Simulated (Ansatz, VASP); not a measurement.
**Pb: VASP beside Ansatz**

The input INCAR:

```
SYSTEM = Pb
ALGO = Normal
EDIFF = 1E-6
ENCUT = 520
GGA = CA
ISIF = 2
ISMEAR = -1
LASPH = .TRUE.
LCHARG = .FALSE.
LREAL = .FALSE.
LWAVE = .FALSE.
NBANDS = 21
NELM = 100
PREC = Accurate
SIGMA = 0.05
```

File KPOINTS:

```
k-points
0
G
  9 9 5
  0 0 0
```

POSCAR

```
Pb
1.0
    3.5030470293      0.0000000000      0.0000000000
   -1.7515235146      3.0337277180      0.0000000000
    0.0000000000      0.0000000000      5.6270209464
Pb
2
Direct
    0.6666666667      0.3333333333      0.7500000000
    0.3333333333      0.6666666667      0.2500000000
```

File input.yaml:

```yaml
crystal:
  lattice:
    - [3.5030470293, 0.0, 0.0]
    - [-1.7515235146, 3.033727718, 0.0]
    - [0.0, 0.0, 5.6270209464]
  atoms:
    - { symbol: Pb, position: [0.6666666667, 0.3333333333, 0.75] }
    - { symbol: Pb, position: [0.3333333333, 0.6666666667, 0.25] }
hamiltonian:
  xc: lda
  pseudopotentials: { kind: paw }
kpoints:
  mp_grid: { grid: [9, 9, 5] }
scf:
  occupations: { method: fermi_dirac, width: 0.05 }
output:
  forces: true
  stress: true
  eigenvalues: true
```

This isn't the form of Pb at room conditions, which is fcc.

Alike in both runs: task single point; functional LDA; k mesh 9 × 9 × 5; occupations fermi-dirac, width 0.05 eV; no spin polarisation.

```csv
,VASP,Ansatz
version,VASP 6.6.1,Ansatz 0.2.0
potentials or method,"VASP PAW LDA potentials, release 64 (Pb_d)",Ansatz PAW
plane-wave cutoff (eV),520,420
valence electrons in the cell,28,28
```

```tsv
	VASP	Ansatz	Ansatz less VASP
gap on the k mesh at the Fermi level (eV)	none	none	-
pressure (GPa)	-1.4	-1.4	-0.03
largest component of the traceless stress (GPa)	2.15	2.06	-0.096
```

A gap of «none» marks a metal or a gap that the smearing closes.

Caveats: the PAW data sets come from PBE, with cores solved anew for the run's functional, which leaves a small shift of forces and pressure (Ansatz). The runs have no spin-orbit coupling, so splittings on Pb are missing.
